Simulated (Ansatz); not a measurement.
Crystal: Rh.

```
CELL_PARAMETERS angstrom
2.73098 0.00000 0.00000
-1.36549 2.36510 0.00000
0.00000 0.00000 4.42849
ATOMIC_POSITIONS crystal
Rh 0.33333 0.66667 0.25000
Rh 0.66667 0.33333 0.75000
```

This isn't the form of Rh at room conditions, which is fcc.

Program: Ansatz 0.2.0. Alike in all runs: task single point; potentials or basis Ansatz PAW; cell as given; smearing fermi-dirac 0.05 eV; the mesh is coarse, so values aren't converged.

**Question.** Order these runs on this cell by their pressure, lowest first.
A. level r2SCANh; spin off; k mesh 6 × 6 × 3; cutoff (eV) 500
B. level HSE06; spin SOC, no magnetisation; k mesh 5 × 5 × 3; cutoff (eV) 420
C. level PBE0; spin off; k mesh 6 × 6 × 3; cutoff (eV) 420
D. level PBEsol0; spin off; k mesh 6 × 6 × 3; cutoff (eV) 420

**Answer.** D (-21.9 GPa), C (-14.7 GPa), A (-13.0 GPa), B (-11.3 GPa).

Caveats: all runs use coarse meshes; the PAW data sets come from PBE, with cores solved anew for the run's functional, which leaves a small shift of forces and pressure; the thresholds are loose for stress; so large a pressure means that the cell lies far from this level's equilibrium, or that cutoff or potentials fall short (some runs).
